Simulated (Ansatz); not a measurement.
SrCl2:

```
Sr Cl
1.0
     0.00000    3.48835    3.48835
     3.48835    0.00000    3.48835
     3.48835    3.48835    0.00000
Sr Cl
1 2
Direct
  0.00000 0.00000 0.00000
  0.75000 0.75000 0.75000
  0.25000 0.25000 0.25000
```

Base run:

```yaml
Program: Ansatz 0.2.0
Functional: revPBE
Potentials_or_basis: Ansatz PAW
Cutoff: "420 eV (not typed: the program's choice for these potentials)"
k_mesh: 4 × 4 × 4
Occupations: fermi-dirac, width 0.05 eV
Spin: no spin polarisation
```

Its results: band gap on the k mesh 5.63 eV, indirect (least direct gap 5.71 eV); pressure 2.5 GPa.

After a change of settings the same cell gave: band gap on the k mesh 7.67 eV, indirect (least direct gap 7.83 eV); pressure 0.0 GPa. Which change was it?
A. functional from revPBE to PBE0
B. functional from revPBE to LDA
C. functional from revPBE to BLYP
D. functional from revPBE to r2SCAN0; cutoff from 420 eV (not typed: the program's choice for these potentials) to 500 eV (not typed: the program's choice for these potentials)

D.

r2SCAN0 gives the wider gap, since exact exchange removes part of the self-interaction.

Caveats: the PAW data sets come from PBE, with cores solved anew for the run's functional, which leaves a small shift of forces and pressure; the density of states is complete only up to the lowest level of the last band computed; the thresholds are loose for stress (some runs).

Runs at the PBE level aren't shown here.
